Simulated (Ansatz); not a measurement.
Question: Ti$_{3}$SiC$_{2}$ in space group P6_3/mmc (No. 194; Ti on 4f, Ti on 2a, Si on 2b, C on 4f) is relaxed with the program Ansatz at the r²SCAN level (PAW). What lattice parameters of the conventional cell result?

Answer: a = 3.067 Å, c = 17.674 Å.

Question: Give the free coordinates with the occupied sites.

Answer: In one choice of origin and axes:

```
atom  site  symmetry       x       y       z
----  ----  --------  ------  ------  ------
Ti      4f       3m.  0.6667  0.3333  0.1352
Ti      2a      -3m.  0.0000  0.0000  0.0000
Si      2b      -6m2  0.0000  0.0000  0.2500
C       4f       3m.  0.3333  0.6667  0.0725
```

Question: Is it a metal or does it have a gap at this level?

Answer: No gap at this level.

The cell was relaxed with r²SCAN under the symmetry of its start. No spin polarisation was allowed.

Potentials: the later of the program's two PAW sets.
